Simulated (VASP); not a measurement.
GaAs:

```
Ga As
1.0
     0.00000    2.87509    2.87509
     2.87509    0.00000    2.87509
     2.87509    2.87509    0.00000
Ga As
1 1
Direct
  0.00000 0.00000 0.00000
  0.75000 0.75000 0.75000
```

The cell is a database's computed one.

| Property | Result |
| --- | --- |
| Program | VASP 6.6.1 |
| Task | relaxation of cell and atoms |
| Functional | PBE |
| Dispersion | D3(BJ) |
| Potentials or basis | VASP PAW PBE potentials, release 64 (Ga_d, As) |
| Cutoff | 600 eV |
| k mesh | 10 × 10 × 10 |
| Occupations | gaussian, width 0.1 eV |
| Spin | no spin polarisation |

At the start: pressure -2.3 GPa; volume 23.77 Å³/atom.

Q: How do energy, volume and symmetry change on relaxing?

A: Over 3 steps the energy falls by 6.3 meV/atom and the volume is 22.91 Å³/atom (-3.6 %); space group F-43m (No. 216, to 0.05 Å).

The path:
```
step  energy change (eV)  largest force (eV/Å)  pressure (GPa)  volume (Å³)
   1              0.0000                0.0000           -2.26        47.53
   2             -0.0111                0.0000            0.83        45.26
   3             -0.0126                0.0000            0.02        45.81
```

Final structure:
```
CELL_PARAMETERS angstrom
0.00000 2.84002 2.84002
2.84002 0.00000 2.84002
2.84002 2.84002 0.00000
ATOMIC_POSITIONS crystal
Ga 0.00000 0.00000 0.00000
As 0.75000 0.75000 0.75000
```
